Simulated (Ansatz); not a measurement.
Runs of Ansatz 0.2.0 on Hf. Symmetry: Im-3m, No. 229, cubic system. The conventional cell has a = 3.610 Å, b = 3.610 Å, c = 3.610 Å, α = 90.00°, β = 90.00°, γ = 90.00°. Around Hf (site symmetry m-3m) lie 8 Hf at 3.13 Å. This isn't the form of Hf at room conditions, which is hcp.

```tsv
task	level	cell	smearing	gap on the mesh (eV)	pressure (GPa)	relaxed volume (Å³/atom)
single point	PBE	as given	gaussian 0.026 eV	none	(a)	-
relaxation of cell and atoms	PBEsol+D3(BJ)	relaxed	fermi-dirac 0.05 eV	none	0.0	20.48
relaxation of cell and atoms	revPBE+D4	relaxed	fermi-dirac 0.05 eV	none	0.0	22.35
relaxation of cell and atoms	PBEsol+D4	relaxed	fermi-dirac 0.05 eV	none	0.0	21.11
relaxation of cell and atoms	RPBE+D4	relaxed	fermi-dirac 0.05 eV	none	0.0	(b)
```

Alike in all rows: potentials or basis Ansatz PAW; no spin polarisation; k mesh 10 × 10 × 10; cutoff (eV) 420.

Question: Estimate the missing entries.

Answer: (a) -5.0; (b) 22.43.

Caveats: the plane-wave basis is chosen anew once the cell has moved, so the energies of steps on either side of that aren't comparable (some runs); pairwise dispersion overbinds metals, which lowers pressure and volume (some runs); the PAW data sets come from PBE, with cores solved anew for the run's functional, which leaves a small shift of forces and pressure (some runs); the volume moved by -13 % from the deposited cell, more than functionals usually miss (some runs); the volume moved by -10 % from the deposited cell, more than functionals usually miss (some runs).

A k mesh can miss the band edges, and the runs leave out spin-orbit coupling on Hf.

A gap of «none» marks a metal or a gap under the smearing width.
